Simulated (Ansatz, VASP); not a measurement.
**One calculation of BN, two programs**

File INCAR:

```
ALGO     = Normal         # electronic algorithm
EDIFF    = 1E-6           # SCF threshold, eV
ENCUT    = 520            # plane-wave cutoff, eV
GGA      = PS             # functional
ISIF     = 2              # what is computed and relaxed
ISMEAR   = 0              # smearing method
LASPH    = T              # aspherical terms in the spheres
LCHARG   = F              # write CHGCAR
LREAL    = F              # projectors in reciprocal space
LWAVE    = F              # write WAVECAR
NBANDS   = 11             # bands
NELM     = 80             # most SCF steps
PREC     = Accurate       # precision mode
SIGMA    = 0.05           # smearing width, eV
```

The input KPOINTS:

```
k-points
0
Gamma
  12 12 12
```

POSCAR

```
BN
1.0
    0.0000000000      1.8026024960      1.8026024960
    1.8026024960      0.0000000000      1.8026024960
    1.8026024960      1.8026024960      0.0000000000
B N
1 1
Direct
    0.0000000000      0.0000000000      0.0000000000
    0.7500000000      0.7500000000      0.7500000000
```

Input for Ansatz:

```yaml
crystal:
  lattice:
    - [0.0, 1.802602496, 1.802602496]
    - [1.802602496, 0.0, 1.802602496]
    - [1.802602496, 1.802602496, 0.0]
  atoms:
    - { symbol: B, position: [0.0, 0.0, 0.0] }
    - { symbol: "N", position: [0.75, 0.75, 0.75] }
basis:
  ecutwfc: 520.0
kpoints:
  mp_grid: { grid: [12, 12, 12] }
hamiltonian:
  xc: pbesol
  pseudopotentials: { kind: paw, azcp: { folder: soft_1 } }
scf:
  occupations: { method: gaussian, width: 0.05 }
output:
  forces: true
  stress: true
  eigenvalues: true
  write_density: true
  write_potential: true
  elf: true
  volumetric_format: npy
```

The cell is a database's computed one.

Alike in both runs: task single point; functional PBEsol; k mesh 12 × 12 × 12; occupations gaussian, width 0.05 eV; no spin polarisation.

```csv
,VASP,Ansatz
version,VASP 6.6.1,Ansatz 0.2.0
potentials or method,"VASP PAW PBE potentials, release 64 (B, N)","scalar-relativistic, plane waves, PAW"
plane-wave cutoff (eV),520,520
valence electrons in the cell,8,8
```

```tsv
	VASP	Ansatz	Ansatz less VASP
gap on the k mesh at the Fermi level (eV)	4.29	4.29	+0.008
least direct gap on the mesh (eV)	8.80	8.80	+0.003
pressure (GPa)	0.8	0.0	-0.78
```

Ansatz warned: «pseudo_functional_mismatch».

Caveats: the PAW data sets were made with another functional, which shifts forces and pressure a little (VASP). A k mesh can miss the band edges. As with any semilocal functional, this PBEsol gap is likely too small.
